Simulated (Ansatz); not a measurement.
**One structure type (F-43m), one member withheld**

Computed with Ansatz 0.2.0, DFT, PBEsol, all-electron LAPW, scalar-relativistic.

All cells have space group F-43m and are held fixed (conventional cell and sites). Prototypes and MP cells are computed structures that needn't be known or stable phases of these compounds. Gaps are the smallest over the k mesh and a high-symmetry path; Bader charges come from PAW runs of the same cells. Open d or f shells run without spin or U come out metallic where the real compound may not be. Semilocal functionals give too small gaps and can close them; gaps under 0.4 eV may also close off the mesh.

Spin–orbit coupling is left out, though it moves levels of the heavy atoms by tenths of an eV or more.

HgS: a = 5.86 Å, b = 5.86 Å, c = 5.86 Å; Hg 4a (0.000 0.000 0.000), S 4c (0.250 0.250 0.250); 8×8×8 mesh, smearing 0.02 eV, COD 1011368, reported
CdS: a = 5.89 Å, b = 5.89 Å, c = 5.89 Å; Cd 4a (0.000 0.000 0.000), S 4c (0.250 0.250 0.250); 7×7×7 mesh, smearing 0.02 eV, MP-relaxed cell mp-2469
ZnS: a = 5.41 Å, b = 5.41 Å, c = 5.41 Å; Zn 4a (0.000 0.000 0.000), S 4c (0.250 0.250 0.250); 9×9×9 mesh, smearing 0.01 eV, COD 9000107, reported

| compound | P (GPa) | gap (eV) | Bader charges (e) |
| --- | --- | --- | --- |
| CdS | -1.8 | 0.95 | Cd +0.82, S -0.82 |
| ZnS | -2.2 | 1.96 | Zn +0.86, S -0.86 |

(1) Predict the row of HgS (no spin polarisation).

Results:

(1) P (GPa): 0.6, gap (eV): none, Bader charges (e): Hg +0.50, S -0.50.
